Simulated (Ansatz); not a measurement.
# Rb: how the axes shrink under pressure

Rb, P6_3/mmc, a = 4.969 Å, c = 16.202 Å. This isn't the element's structure at ambient conditions. Ansatz: PBEsol, PAW, 420 eV, Γ-centred 12×12×4 mesh on 4 atoms, Gaussian smearing 0.10 eV; no spin polarisation. Cell and atoms are relaxed at each pressure, and no other structure is tried, so the rows at high pressure may lie past a change of phase. y = 100 ln(c/c0) with c0 = 16.2019 Å, so nearly a change in per cent. The pressures are the targets, met within 0.03 GPa.

| P (GPa) | y | 100 ln(a/a0) |
| --- | --- | --- |
| 0.0 | 0.00 | 0.00 |
| 2.0 | -12.00 | -11.66 |
| 5.0 | -20.32 | -19.88 |
| 10.0 | -28.13 | -28.81 |
| 20.0 | ? | ? |
| 40.0 | -51.57 | -51.65 |

Question: Fit y = c1 P + c2 P² to the other rows, give the linear compressibility along c, and predict the missing y.

Answer: Least squares on the rows shown. y = −3.7316 P + 0.061141 P². The linear compressibility along c is −c1/100 = 37.32 per TPa, against 37.63 along a from the same fit to the last column (its missing entry is -39.81): the crystal is about as stiff along both at low pressure. The runs next to zero pressure give 60.78 and 59.04, so a parabola over the whole range misstates the start. With a term in P³ added, the coefficient of P becomes -6.070, 63 % more, which shows how far this figure hangs on the form. At P = 20.0 the fit asked for gives -50.18. The run gave -38.90, so the fit is 11.28 too low, 22 % of the span of the series, against an rms of 3.26 on the fitted rows. With a term in P³ added, a fit to the same known rows predicts -18.04, which misses by about as much or more on the other side: the known rows don't fix the higher terms. The parabola turns at P = 30.5, between the two outer rows, which can neither show nor exclude a turn there.